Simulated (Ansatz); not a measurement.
## Structures of LiCl: which is lowest?

Plane-wave DFT in Ansatz with scalar-relativistic PAW potentials, cutoff 500 eV, Γ-centred meshes chosen by cell and gap, Gaussian smearing with energies taken to zero width. Every cell was relaxed (cell and atoms) in a run of its own, within the symmetry of its start. Functional: r2SCAN.

Relaxed structures (starts from databases or built by putting these elements on another compound's sites):
A. Pm-3m, 2 atoms in the computed cell, a = 3.272 Å; sites (symmetry × multiplicity) Li m-3m × 1, Cl m-3m × 1; start: built
B. Fm-3m, 2 atoms in the computed cell, a = 5.112 Å; sites (symmetry × multiplicity) Li m-3m × 4, Cl m-3m × 4; start: database

**Question.** Rank them by energy. Could pressure change the order?

**Answer.**
| structure | group | E − E(lowest) (meV/atom) | V (Å³/atom) | gap on mesh (eV) |
| --- | --- | --- | --- | --- |
| B | Fm-3m | 0.0 | 16.70 | 7.29 |
| A | Pm-3m | 304 | 17.51 | 5.25 |

B is lowest, 304 meV/atom under A. The lowest is also the densest of these, so pressure wouldn't bring one of the others in at first order. Other structures may lie lower than all of these, and vibrations aren't counted.